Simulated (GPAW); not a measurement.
Set up this calculation in GPAW 26.7.0, as an ASE script.

```yaml
Task: band structure
Functional: PBEsol
Potentials_or_basis: PAW data sets generated in the run's folder for this functional
Cutoff: 800 eV
Basis: pw
k_mesh: 7 × 7 × 7
Occupations: fermi-dirac, width 0.05 eV
Spin: no spin polarisation
Hubbard_terms: Ti d U = 1 eV
Maxiter: 150
Band_path: GXMGRX,MR
Band_points: 60
```

Crystal: TiO.

```
CELL_PARAMETERS angstrom
4.08667 0.00000 0.00000
0.00000 4.08667 0.00000
0.00000 0.00000 4.08667
ATOMIC_POSITIONS crystal
Ti 0.50000 0.00000 0.50000
Ti 0.00000 0.50000 0.50000
Ti 0.50000 0.50000 0.00000
O 0.00000 0.00000 0.50000
O 0.50000 0.00000 0.00000
O 0.00000 0.50000 0.00000
```

The cell comes from a database or a generator and needn't be the stable form of this composition.

These files were run (other wordings do the same):

run.py

```python
from ase import Atoms
from ase.dft.bandgap import bandgap
from ase.io import write
from ase.units import GPa
from gpaw import GPAW, PW, setup_paths

setup_paths.insert(0, '.')

atoms = Atoms(['Ti', 'Ti', 'Ti', 'O', 'O', 'O'],
              cell=[[4.086668, 0.0, 0.0],
                    [0.0, 4.086668, 0.0],
                    [0.0, 0.0, 4.086668]],
              scaled_positions=[[0.5, 0.0, 0.5],
                                [0.0, 0.5, 0.5],
                                [0.5, 0.5, 0.0],
                                [0.0, 0.0, 0.5],
                                [0.5, 0.0, 0.0],
                                [0.0, 0.5, 0.0]],
              pbc=True)

calc = GPAW(mode=PW(800),
            xc='PBEsol',
            kpts={'size': (7, 7, 7), 'gamma': True},
            occupations={'name': 'fermi-dirac', 'width': 0.05},
            setups={'Ti': ':d,1.0'},
            nbands=49,
            convergence={'density': 1e-05, 'energy': 1e-05},
            maxiter=150,
            txt='gpaw.txt')
atoms.calc = calc
energy = atoms.get_potential_energy()
forces = atoms.get_forces()
stress = atoms.get_stress()
calc.write('gs.gpw')
write('result.traj', atoms)
print(f'Energy: {energy:.6f} eV')
print('Forces (eV/A):')
print(forces.round(4))
print('Stress (GPa):', (stress / GPa).round(3))
print('Fermi level:', round(calc.get_fermi_level(), 4), 'eV')
print(f'Gap: {bandgap(calc)[0]:.4f} eV, direct: {bandgap(calc, direct=True)[0]:.4f} eV')

path = atoms.cell.bandpath('GXMGRX,MR', npoints=60, eps=1e-4)
bs_calc = calc.fixed_density(kpts=path, symmetry='off', nbands=68,
                             convergence={'bands': 'CBM+6.0', 'eigenstates': 1e-6}, txt='bands.txt')
bs = bs_calc.band_structure()
bs.write('bs.json')
print(f'Gap on the path: {bandgap(bs_calc)[0]:.4f} eV')
```

Potentials or basis: PAW data sets generated in the run's folder for this functional, pw.

Command:

```console
$ gpaw-setup -f PBEsol O Ti
$ OMP_NUM_THREADS=1 python run.py
```

It gave:

- Pressure: -5.7 GPa
- Band gap along the path: none (metal or under the smearing width)

Caveat: U without spin polarisation on a metal has little footing.

Run time: 2.9 min on 1 thread of AMD EPYC 7R43 64-Core Processor (Zen 3), with other jobs on the host, peak memory 0.58 GiB.
